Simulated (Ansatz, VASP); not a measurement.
# Cross-check of Al (dimer Al chain) between VASP and Ansatz

Wanted: the spread between two codes on one cell, functional and k mesh. The structure shown is the start of the Ansatz relaxation below; VASP solves that cell, so the two are compared at the walk's first step. Other levels of theory on this material are compared in a session of their own.

Program: Ansatz 0.2.0. Level of theory: plane waves, with VASP 6.6.1 beside it; single point at PBEsol and single point at r2SCAN. Results are calculated unless marked as measured.

## Step 1: Set-up

The cell holds 2 atoms: 2 Al. Cell: a = 7.500 Å, b = 7.500 Å, c = 4.598 Å, α = 90.0°, β = 90.0°, γ = 90.0°. Vacuum lies along a and b. The structure's axis is c.

## Step 2: Ansatz: relaxation, PBEsol

Ansatz runs on its default PAW (the set named soft_2) files.

The two programs are compared at the cell with which this relaxation starts, whose forces are those of its first step.

input.yaml

```yaml
crystal:
  lattice:
    - [7.5, 0.0, 0.0]
    - [0.0, 7.5, 0.0]
    - [0.0, 0.0, 4.598]
  atoms:
    - { symbol: Al, position: [0.5, 0.5, 0.0], spin: 0.5 }
    - { symbol: Al, position: [0.5, 0.5, 0.45], spin: 0.5 }
magnetization:
  spin_polarized: true
kpoints:
  mp_grid: { grid: [1, 1, 18] }
scf:
  occupations: { method: fermi_dirac, width: 0.05 }
hamiltonian:
  xc: pbesol
relax:
  cell: { fix: [a, b, alpha, beta, gamma] }
  max_steps: 60
```

Started as:

```sh
$ ansatz run input.yaml --threads 4 --pin off --max-ram 8192MiB --backend cpu --events-out ev --progress --plain --runs-dir out
```

Numbers of over 12 decimals in the logs are rounded to 6 here.

Output:

```text
Engine: ansatz 0.2.0, aarch64-unknown-linux-gnu
Pseudopotentials: kind: paw
Pseudopotential: Al, paw, valence charge 3, recommended cutoff 420 eV (normal), Al.paw.azcp
Functional definition: PBEsol
  exchange = pbesol_x
  correlation = pbesol_c
Crystal: 2 atoms, lattice volume = 258.637 Å³
Basis set: ecut = 420 eV, 5111 PW (Γ), exchange–correlation on 108×108×64 points (8 copies of the dense FFT grid, shifted against one another)
Bands: 8, of which v1, the nominal top of the filled ones, is band 3 counted from 1 (2 counted from 0)
Symmetry: 16 space group operations
Space group: P4/mmm (ITA 123), of the structure as read, at distance tolerance 6.4e-5 Å
Magnetic group: BNS 123.339 (UNI 999), of the structure as read, at distance tolerance 6.4e-5 Å
k-points: 10 of 18
Non-local potential: Al, projectors of the file, l = 0: 2, l = 1: 2, l = 2: 1
PAW form: soft (Blöchl's): semilocal exchange-correlation on the pseudo side does not see the compensation charge
PAW frozen core: Al, regenerated for the run's functional, and the local potential with it (the file was generated under x = pbe(κ = 0.804, μ = 0.219515), c = pbe(β = 0.066725))
PAW one-centre angular grid: Al, 110 points (default); XC on 64 Gauss nodes
Initial density: superposition of atomic densities (neutral atoms: chi_scale 0, normalization atom)
Starting moments: Σ|m| = 1 μB on 2 of 2 sites
Initial wavefunctions: pseudopotential atomic-orbital guess
Functional: x = pbesol(κ = 0.804, μ = 0.123457), c = pbesol(β = 0.046)
SCF iter   1: F=—  HF=-1044.442169 eV  |F-HF|=—  |Δ(HF+E_count)|=         —  Δρ=1.04e-2 (↑8.60e-3 ↓1.04e-2)  dr2=1.34e0  dr2_m=1.17e-2  M=0.669 μB ∫|m|=0.669 μB  β_m=0.30  ethr=3.10e-3  ⟨swp⟩=7.4  Hψ=1698  notcnv=0
preconditioner: auto → LDOS  [metal: Δε(μ)=0.119 eV  Ē_g=5.906 eV  σ=0.050 eV  W_gap=0.42  n_scr=10 (ndim 8)  ℏωp=5.4 eV  f_vac=0.384  D(μ)=3.39/eV (n_scr^D=10)]
spin=Collinear: LDOS preconditioning applied to the charge; magnetization (m = ρ↑ − ρ↓) channel mixes plain (no charge-response kernel on spin).
SCF iter   2: F=—  HF=-1044.205859 eV  |F-HF|=—  |Δ(HF+E_count)|=   2.36e-1  Δρ=7.19e-3 (↑5.50e-3 ↓7.19e-3)  dr2=6.47e-1  dr2_m=7.64e-3  M=0.599 μB ∫|m|=0.599 μB  β_m=0.30  ethr=3.10e-3  ⟨swp⟩=2.5  Hψ=408  notcnv=0
SCF iter   3: F=—  HF=-1043.967036 eV  |F-HF|=—  |Δ(HF+E_count)|=   2.39e-1  Δρ=2.31e-3 (↑2.31e-3 ↓2.13e-3)  dr2=3.86e-2  dr2_m=5.24e-3  M=0.516 μB ∫|m|=0.517 μB  β_m=0.30  ethr=3.10e-3  ⟨swp⟩=3.0  Hψ=357  notcnv=0
SCF iter   4: F=—  HF=-1043.986234 eV  |F-HF|=—  |Δ(HF+E_count)|=   1.92e-2  Δρ=1.70e-3 (↑1.01e-3 ↓1.70e-3)  dr2=2.25e-2  dr2_m=3.03e-3  M=0.484 μB ∫|m|=0.486 μB  β_m=0.30  ethr=6.43e-4  ⟨swp⟩=2.1  Hψ=365  notcnv=0
SCF iter   5: F=—  HF=-1043.989020 eV  |F-HF|=—  |Δ(HF+E_count)|=   2.79e-3  Δρ=1.03e-3 (↑9.19e-4 ↓1.03e-3)  dr2=2.98e-3  dr2_m=1.95e-3  M=0.452 μB ∫|m|=0.455 μB  β_m=0.30  ethr=3.75e-4  ⟨swp⟩=3.1  Hψ=303  notcnv=0
SCF iter   6: F=—  HF=-1043.991584 eV  |F-HF|=—  |Δ(HF+E_count)|=   2.56e-3  Δρ=7.78e-4 (↑7.16e-4 ↓7.78e-4)  dr2=2.60e-4  dr2_m=1.29e-3  M=0.424 μB ∫|m|=0.427 μB  β_m=0.30  ethr=4.96e-5  ⟨swp⟩=2.8  Hψ=252  notcnv=0
SCF iter   7: F=—  HF=-1043.993205 eV  |F-HF|=—  |Δ(HF+E_count)|=   1.62e-3  Δρ=6.21e-4 (↑6.03e-4 ↓6.21e-4)  dr2=8.88e-5  dr2_m=8.63e-4  M=0.400 μB ∫|m|=0.404 μB  β_m=0.30  ethr=4.33e-6  ⟨swp⟩=1.7  Hψ=221  notcnv=0
Mixer restart at iter 7: flushing history
spin-set hold released at iteration 7 (site moments contracting): the magnetisation degrees of freedom join the quasi-Newton model from the next iteration; the mixer history was flushed
SCF iter   8: F=—  HF=-1043.994360 eV  |F-HF|=—  |Δ(HF+E_count)|=   1.16e-3  Δρ=5.13e-4 (↑5.04e-4 ↓5.13e-4)  dr2=4.66e-5  dr2_m=6.00e-4  M=0.379 μB ∫|m|=0.384 μB  β_m=0.49  ethr=1.48e-6  ⟨swp⟩=1.7  Hψ=193  notcnv=0
SCF iter   9: F=—  HF=-1043.997454 eV  |F-HF|=—  |Δ(HF+E_count)|=   3.09e-3  Δρ=2.63e-4 (↑2.63e-4 ↓2.59e-4)  dr2=2.66e-6  dr2_m=1.61e-4  M=0.285 μB ∫|m|=0.291 μB  β_m=0.44  ethr=7.76e-7  ⟨swp⟩=2.0  Hψ=301  notcnv=0
[...]
Crystal: 2 atoms, lattice volume = 270.955 Å³
Basis set: ecut = 420 eV, 5273 PW (Γ), exchange–correlation on 108×108×64 points (8 copies of the dense FFT grid, shifted against one another)
[...]
preconditioner: auto → none  [insulator: Δε(μ)=0.163 eV  Ē_g=5.579 eV  σ=0.050 eV  W_gap=0.67  n_scr=10 (ndim 8)  ℏωp=5.5 eV  f_vac=0.476  D(μ)=2.53/eV (n_scr^D=8)  ε∞_Penn≈2.0]
[...]
iter 8 did not close the SCF: its close was put off for a magnetic moment that had not settled (scf_convergence_deferred on its scf_iter line)
SCF iter   8: F=-1044.783994 eV  HF=-1044.783994 eV  |F-HF|=4.72e-10  |Δ(HF+E_count)|=   2.57e-8  Δρ=3.24e-7 (↑3.24e-7 ↓1.86e-7)  dr2=1.56e-10  dr2_m=1.51e-10  M=-0.000 μB ∫|m|=0.000 μB  β_m=0.97  ethr=4.62e-11  ⟨swp⟩=1.0  Hψ=526  notcnv=0
SCF iter   9: F=-1044.783994 eV  HF=-1044.783994 eV  |F-HF|=1.82e-12  |Δ(HF+E_count)|=   1.70e-9  Δρ=4.39e-8 (↑4.39e-8 ↓1.25e-8)  dr2=9.07e-12  dr2_m=7.02e-13  M=-0.000 μB ∫|m|=0.000 μB  ethr=2.60e-12  ⟨swp⟩=1.0  Hψ=528  notcnv=0
the starting moments were not kept: the SCF closed with an absolute magnetisation of 1.5e-6 μB, where they sum to 1 μB in size (2 sites). That is at most 0.1 of that sum. Measured as dr2_m measures the in/out step, that magnetisation stands 1.4e-13 eV from none, at or under the dr2_threshold of 2.0e-7 eV: it is no larger than a step whose dr2_m would equal this threshold.
SCF 4 converged in 9 iterations: F = -1044.783994 eV  dr2 = 9.07e-12
  greatest PAW one-centre occupation: 0.487 electrons in one spin orbital (limit 2), on the Al atom at site 1 (counted from 0), in its partial waves of l = 0
relax step   4: F+E_penalty+E_count = -1044.78399384 eV  Δ(F+E_penalty+E_count) = -7.424e-3 eV  max|allowed force component| = 2.872e-4 eV/Å  Δτ_max = 0.0034 Å  P = +0.127 GPa  Ω = 270.955 Å³  energy of the carried Pulay correction = -5.475e-4 eV  fix = [a, b, alpha, beta, gamma]  reactions: a +0.196, b +0.196 GPa  (9 SCF iters, dr2 threshold 2.00e-7 eV, accepted)
Basis set: ecut = 420 eV, 5273 PW (Γ), exchange–correlation on 108×108×72 points (8 copies of the dense FFT grid, shifted against one another)
Initial wavefunctions: pseudopotential atomic-orbital guess (no wavefunctions were taken with the density)
iter 1 solved again at ethr=4.79e-7 eV; its pass at ethr=3.10e-3 eV (dr2=2.87e-5 eV) is discarded
SCF iter   1: F=—  HF=-1044.785034 eV  |F-HF|=—  |Δ(HF+E_count)|=         —  Δρ=1.41e-5 (↑1.41e-5 ↓1.41e-5)  dr2=2.01e-7  dr2_m=7.11e-13  M=-0.000 μB ∫|m|=0.000 μB  β_m=0.30  ethr=4.79e-7  ⟨swp⟩=3.1  Hψ=2000  notcnv=0
preconditioner: auto → none  [insulator: Δε(μ)=0.168 eV  Ē_g=5.598 eV  σ=0.050 eV  W_gap=0.68  n_scr=10 (ndim 8)  ℏωp=5.5 eV  f_vac=0.476  D(μ)=2.53/eV (n_scr^D=8)  ε∞_Penn≈2.0]
SCF iter   2: F=—  HF=-1044.785030 eV  |F-HF|=—  |Δ(HF+E_count)|=   3.90e-6  Δρ=9.93e-6 (↑9.93e-6 ↓9.93e-6)  dr2=9.60e-8  dr2_m=4.11e-13  M=-0.000 μB ∫|m|=0.000 μB  β_m=0.63  ethr=3.34e-9  ⟨swp⟩=2.1  Hψ=224  notcnv=0
SCF iter   3: F=—  HF=-1044.785043 eV  |F-HF|=—  |Δ(HF+E_count)|=   1.28e-5  Δρ=3.75e-7 (↑3.75e-7 ↓3.73e-7)  dr2=8.90e-10  dr2_m=1.86e-14  M=-0.000 μB ∫|m|=0.000 μB  β_m=0.76  ethr=1.60e-9  ⟨swp⟩=2.0  Hψ=228  notcnv=0
SCF iter   4: F=—  HF=-1044.785039 eV  |F-HF|=—  |Δ(HF+E_count)|=   3.71e-6  Δρ=1.12e-7 (↑1.11e-7 ↓1.12e-7)  dr2=3.85e-10  dr2_m=4.27e-15  M=-0.000 μB ∫|m|=0.000 μB  β_m=0.63  ethr=1.48e-11  ⟨swp⟩=3.1  Hψ=298  notcnv=0
SCF iter   5: F=—  HF=-1044.785039 eV  |F-HF|=—  |Δ(HF+E_count)|=  2.09e-10  Δρ=3.19e-8 (↑3.11e-8 ↓3.19e-8)  dr2=3.75e-11  dr2_m=3.31e-15  M=-0.000 μB ∫|m|=0.000 μB  β_m=0.81  ethr=6.42e-12  ⟨swp⟩=2.0  Hψ=218  notcnv=0
SCF iter   6: F=-1044.785039 eV  HF=-1044.785039 eV  |F-HF|=1.59e-12  |Δ(HF+E_count)|=  5.78e-11  Δρ=1.08e-8 (↑1.08e-8 ↓1.01e-8)  dr2=1.83e-12  dr2_m=1.31e-15  M=-0.000 μB ∫|m|=0.000 μB  ethr=1.00e-12  ⟨swp⟩=5.9  Hψ=536  notcnv=0
the starting moments were not kept: the SCF closed with an absolute magnetisation of 4.9e-7 μB, where they sum to 1 μB in size (2 sites). That is at most 0.1 of that sum. Measured as dr2_m measures the in/out step, that magnetisation stands 8.1e-15 eV from none, at or under the dr2_threshold of 2.0e-11 eV: it is no larger than a step whose dr2_m would equal this threshold.
SCF 5 converged in 6 iterations: F = -1044.785039 eV  dr2 = 1.83e-12
relax step   5: F+E_penalty+E_count = -1044.78503879 eV  Δ(F+E_penalty+E_count) = -1.045e-3 eV  max|allowed force component| = 2.865e-4 eV/Å  Δτ_max = 0.0000 Å  P = +0.133 GPa  Ω = 270.955 Å³  fix = [a, b, alpha, beta, gamma]  reactions: a +0.200, b +0.200 GPa  stress off target by 6.16e-4 GPa on what of the cell is left free  SCF on the basis re-selected at this cell (its energy is not comparable with the rows above)  (6 SCF iters)
basis re-selected at this cell: Δ(F+E_penalty+E_count) = -1.045e-3 eV, ΔP = +0.006 GPa vs the last step (what re-selecting the basis moved, of the pressure what is left beyond the Pulay correction that the steps carried, after the strain that the cell walked since its last selection, with what the two solves' SCF thresholds leave and, on support functions, any second-order correction that the steps lacked; it is no measure of the basis error at this ecutwfc). The dense FFT grid was sized anew with the basis: this SCF ran on 54×54×36 points, the steps before it on 54×54×32, so part of this shift can come from that change (see relax.cell in the input reference). [rest of the remark cut]
SCF converged after 6 iterations
Magnetization: -0.0000 μB (3.0000 up, 3.0000 down)
Absolute magnetization: 0.0000 μB (∫|ρ↑−ρ↓|, with the PAW one-centre terms)
Spin contamination: 0.0000 ħ² per cell (⟨S²⟩ above its minimum at these occupations)
Per-site moments (μB) at R_I (Å): [(-3.840842939536881e-8, 0.993494), (-3.8408429397634015e-8, 0.993494)]
Free energy (F): -1044.785039 eV
Harris-Foulkes:  -1044.785039 eV  (|F-HF|=1.59e-12)
Internal energy: -1044.763155 eV  (E = F + TS)
E sigma→0 (E₀):  -1044.774097 eV
Entropy (-TS):   -0.021884 eV (-10.942 meV/atom)
Fermi energy:    -2.550629 eV
--- Per-component energies (eV) ---
  E_band       = -33.513819
  E_kinetic    = 38.571845
  E_local      = -147.730243  (includes V_loc(G=0)·N_el)
  E_nonlocal   = 22.496055
  E_hartree    = 55.305022
  E_xc         = -72.537798
  E_vxc        = -50.004470  (∫ρ·V_xc dr)
  E_paw        = -909.637160  (= ΣΔE_a)
  E_vpaw       = -7.457055  (= ΣTr[D̂ρ^β])
  E_aug_tail   = -0.000005  (compensation charges beyond the density's cutoff)
  E_ewald      = -31.269149
  E_core_change = 0.038278  (= ΣΔE_core)
  E_smearing   = -0.021884  (= −TS)
  E_closure    = -0.000000  (closes the sum)
  Σ components = -1044.785039   (vs F -1044.785039, Δ=0.00e0)
--- Forces (eV/Å), atoms counted from 1 ---
  atom   1  Al     0.00000000     0.00000000    -0.00028652
  atom   2  Al     0.00000000     0.00000000     0.00028652
  max |Σ_I F_I| component: 7.89e-31 eV/Å
--- Stress (GPa, compression-positive) ---
        0.199515       0.000000       0.000000
        0.000000       0.199515       0.000000
        0.000000       0.000000       0.000616
  P = ⅓ Tr σ = 0.1332 GPa (1.332 kbar)
--- Relaxed structure (4 steps of the walk, 4 accepted, 1 SCFs on fresh bases) ---
  F+E_penalty+E_count = -1044.78503879 eV   max|allowed force component| = 2.865e-4 eV/Å   (the final SCF, on the basis selected at the relaxed cell)
  cell:  # Å, volume = 270.9548 Å³
    - [7.5, 0.0, 0.0]
    - [0.0, 7.5, 0.0]
    - [0.0, 0.0, 4.816974]
  atoms:
    - { symbol: Al, position: [0.5, 0.5, -0.024998] }
    - { symbol: Al, position: [0.5, 0.5, 0.474998] }
```

In the SCF lines HF is the Harris–Foulkes energy and dr2 the Hartree energy of the density residual, in eV; the loop may stop once dr2 is under the threshold and the program's other checks hold. Hψ counts applications of the Hamiltonian.

(Part 1 of 2 ends here.)

[Lines on the potential files, build, host, timing and source positions are cut from VASP's logs without a mark.]

[Logs are printed without paths, hosts, clocks, repeated set-up lines and the standing remarks that a program may print on its own settings, such as how far it seeks lower states.]

[Hosts, paths, dates, database ids (printed as entryN), source tags and the programs' standing remarks are cut or masked in the printed files.]
